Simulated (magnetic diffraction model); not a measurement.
**YCoN2 below its ordering temperature**

Space group Amm2 (no. 38), a = 3.5160 Å, b = 4.4410 Å, c = 5.8320 Å.

```csv
site,atom,x,y,z
2a,Y,0,1/2,0.5004
2b,Co,1/2,1/2,0.1187
4e,N,1/2,0.3487,0.7938
```

This is a made-up structure (elements placed in a structure type, unrelaxed), so the numbers test the method and describe no known phase.

Only Co is taken to order (form factors of Co3+); orders and moment sizes are assumed, and not adapted to the symmetry. Radiation: neutrons of λ = 4.2 Å, 3° to 100°; isotropic B of 0.2 Å² (Y), 0.21 Å² (Co) and 0.38 Å² (N). The intensities are simulated: I ∝ L Σ (|F_N|² + |F_M⊥|²) for unpolarised neutrons, with F_M = 2.695 fm/μB × Σ f(s) S exp(2πi Q·r) exp(−B s²) at Q = H ± k (one set where k and −k are equivalent), only the part normal to Q counting and L = 1/(sin²θ cos θ). For a modulated order the moment at position r is S exp(−2πi k·r) + c.c., with S = m/2 for a sine wave of amplitude m and S = m(u + iv)/2 for moments turning in a plane, u and v being orthogonal unit vectors in it; the phase factor of the sum at Q = H + k is then exp(2πi H·r). Form factors are spin-only for 3d ions and dipole or tabulated for f ions, scattering lengths are Sears's of 1992, and absorption is left out. A label names one of the reflections at its angle. The strongest nuclear line in the range is 100, and lines under 0.2 are left out.

Above the ordering temperature:

```tsv
2θ (°)	index	I
72.93	(0 1 1)	96.2
73.35	(1 0 0)	100.0
92.14	(0 0 2)	50.8
```

Below it (cell unchanged):

```tsv
2θ (°)	I
13.72	210.9
57.09	12.3
72.93	96.2
73.35	100.0
74.64	11.7
91.57	5.4
92.14	50.8
93.77	10.4
99.39	11.9
```

**Question.** Find the propagation vector, then choose among these models:
A. moments turning in the plane of [001] and [100], 3.22 μB on Co
B. a sine wave with moments along [010] (amplitudes given), 3.22 μB on Co
C. a sine wave with moments along [100] (amplitudes given), 3.22 μB on Co
D. a sine wave with moments along [001] (amplitudes given), 3.22 μB on Co

The new lines index as (1/5 0 0) at 13.72°, (4/5 0 0) at 57.09°, (1/5 1 1) at 74.64° and (6/5 0 0) at 91.57°, that is as H ± k with k = (1/5 0 0). Satellites come in pairs about each point of the reciprocal lattice.

Magnetic intensity, observed (below minus above) and for each model:

| 2θ (°) | index | observed | A | B | C | D |
| --- | --- | --- | --- | --- | --- | --- |
| 13.72 | (1/5 0 0) | 210.9 | 210.9 | 210.9 | <0.2 | 210.9 |
| 57.09 | (4/5 0 0) | 12.3 | 12.3 | 12.3 | <0.2 | 12.3 |
| 74.64 | (1/5 1 1) | 11.7 | 48.2 | 11.7 | 28.8 | 19.4 |
| 91.57 | (6/5 0 0) | 5.4 | 5.4 | 5.4 | <0.2 | 5.4 |
| 93.77 | (1/5 0 2) | 10.4 | 10.4 | 10.4 | 10.2 | 0.3 |
| 99.39 | (4/5 1 1) | 11.9 | 26.9 | 11.9 | 11.8 | 15.1 |

Model B matches.

The structure used: k = (1/5 0 0), a sine wave with moments along [010] (amplitudes given), 3.22 μB on Co.

[Logs are printed without paths, hosts, clocks, repeated set-up lines and the standing remarks that a program may print on its own settings, such as how far it seeks lower states.]
